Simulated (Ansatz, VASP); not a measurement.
## P in VASP and in Ansatz

```
CELL_PARAMETERS angstrom
4.64461 0.00000 0.00000
-2.32231 4.02235 0.00000
0.00000 0.00000 2.61629
ATOMIC_POSITIONS crystal
P 0.00000 0.00000 0.00000
P 0.33333 0.66667 0.50000
P 0.66667 0.33333 0.50000
```

Alike in both runs: task single point; functional revPBE; k mesh 9 × 9 × 14; occupations fermi-dirac, width 0.1 eV; no spin polarisation.

|  | VASP | Ansatz |
| --- | --- | --- |
| version | VASP 6.6.1 | Ansatz 0.2.0 |
| potentials or method | VASP PAW PBE potentials, release 64 (P) | plane waves (420 eV) with PAW, scalar-relativistic |
| plane-wave cutoff (eV) | 520 | 420 |
| valence electrons in the cell | 15 | 15 |

|  | VASP | Ansatz | Ansatz less VASP |
| --- | --- | --- | --- |
| pressure (GPa) | -8.6 | -8.3 | +0.29 |
| largest component of the traceless stress (GPa) | 1.81 | 1.76 | -0.051 |

Caveats: the PAW data sets were made with another functional, which shifts forces and pressure a little (VASP).
